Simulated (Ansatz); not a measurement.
**NiO: the gap against volume**

NiO, Fm-3m, a = 4.188 Å. Ansatz: r2SCAN, PAW, 500 eV, Γ-centred 12×12×12 mesh on 2 atoms, Gaussian smearing 0.02 eV; collinear spin, largest moment 1.7 μB. Symmetry fixes shape and atoms, so the cell is only scaled; x = ln(V/V0) with V0 = 9.185 Å³/atom. The gap is read at the mesh points alone.

| x | gap y (eV) |
| --- | --- |
| -0.0619 | 0.595 |
| -0.0305 | 0.715 |
| 0.0000 | 0.823 |
| 0.0296 | ? |
| 0.0583 | 1.005 |

**Question.** Fit a straight line to the other rows, give the volume deformation potential of the gap and its pressure coefficient, and predict the missing gap. B0 = 215.0 GPa.

**Answer.** Means x = -0.008525, y = 0.78450; Σ(Δx)² = 0.007870, ΣΔxΔy = 0.02670; the slope is their ratio. y = 0.8134 + 3.393 x. The slope is the deformation potential a = dE_g/d ln V = 3.39 eV, and dE_g/dP = −a/B0 = -15.8 meV/GPa. At x = 0.0296 the fit asked for gives 0.914 eV. The run gave 0.919 eV, so the fit is 0.005 eV too low, within the rms miss on the fitted rows (0.008 eV).

The state reached may not be the lowest one. The cell holds one magnetic atom, so it can only be ferromagnetic; an antiferromagnetic order may lie lower. The gap lies between magnetic d or f levels as this functional and this order place them; the measured one can be wider, narrower or absent.